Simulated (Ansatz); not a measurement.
# One atom moved along a line in TiSi2

Theory: Ansatz 0.2.0, DFT PBE, scalar-relativistic, plane waves, PAW. The runs took a 420 eV cutoff, a Γ-centred 14×14×14 mesh and Gaussian smearing (0.15 eV). No spin polarisation. Energies are free energies at this smearing, counted from the undisturbed cell; pressure is positive in compression.

Reference structure (relaxed at this level; this form isn't the usual structure):

```yaml
crystal:
  lattice:
    - [1.77380, -6.78034, 0.00000]
    - [1.77380, 6.78034, 0.00000]
    - [0.00000, 0.00000, 3.57922]
  atoms:
    - { symbol: Ti, position: [0.89682, 0.10318, 0.75000] }
    - { symbol: Ti, position: [0.10318, 0.89682, 0.25000] }
    - { symbol: Si, position: [0.55915, 0.44085, 0.75000] }
    - { symbol: Si, position: [0.44085, 0.55915, 0.25000] }
    - { symbol: Si, position: [0.24983, 0.75017, 0.75000] }
    - { symbol: Si, position: [0.75017, 0.24983, 0.25000] }
```

Atom 5 (Si) is moved by x along the Cartesian unit vector (0.000, 0.000, 1.000); the cell and all other atoms stay fixed. The cell is metallic on the mesh throughout.

| x (Å) | ΔE (meV/cell) |
| --- | --- |
| -0.1000 | 38.0 |
| -0.0500 | 9.5 |
| 0.0000 | 0.0 |
| 0.0750 | 21.3 |

**Question.** Predict the pressure (GPa) at each point.

**Answer.**
```tsv
x (Å)	pressure (GPa)
-0.1000	0.3
-0.0500	0.1
0.0000	0.0
0.0750	0.1
```

Cost: 4 runs of about 3.4 core-minutes in all, on AMD EPYC 9R45 (Zen 5) (shared hosts).